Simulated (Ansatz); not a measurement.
System: AlN (P6_3mc).

The database entry behind the starting cell differs from later determinations by our own check (inner coordinate u about 0.002 short), so it need not match the best structure at ambient conditions.

```
Al N
1.0
     3.11300    0.00000    0.00000
    -1.55650    2.69594    0.00000
     0.00000    0.00000    4.98100
Al N
2 2
Direct
  0.33333 0.66667 0.00000
  0.66667 0.33333 0.50000
  0.33333 0.66667 0.38000
  0.66667 0.33333 0.88000
```

The cell and positions come from the Crystallography Open Database and are kept as given unless a step says otherwise. PAW set soft_1, made with PBE.

Gaps computed with Ansatz 0.2.0 without a self-energy: LDA 4.24 eV, PBE 4.21 eV, HSE06 5.58 eV, PBE0 6.31 eV and DDH-PBE0 6.06 eV.

**Question.** What gap should G0W0 on PBE give (6×6×4 mesh, 268 empty bands, screening to 200 eV, default PAW files)?

About 5.91 eV: on its mesh the run moves the gap from 4.21 eV by +1.70 eV. Among the scalar-relativistic levels given, DDH-PBE0 is nearest (+0.15 eV). Bands and cutoff are finite, so the gap is not at the basis limit. The miss can reach some tenths of an eV and take either sign; the mesh is an error of its own.

[Paths, hosts, dates, memory and timing lines, banners, echoed tables and standing remarks are left out of the program output.]

[Logs are printed without paths, hosts, clocks, repeated set-up lines and the standing remarks that a program may print on its own settings, such as how far it seeks lower states.]

[Runs of the session that timed out or met a known fault of the program may be left out.]

[Cells called generated may have been cut or substituted from an entry of the Crystallography Open Database or the Materials Project.]

[Hosts, paths, dates, database ids (printed as entryN), source tags and the programs' standing remarks are cut or masked in the printed files.]
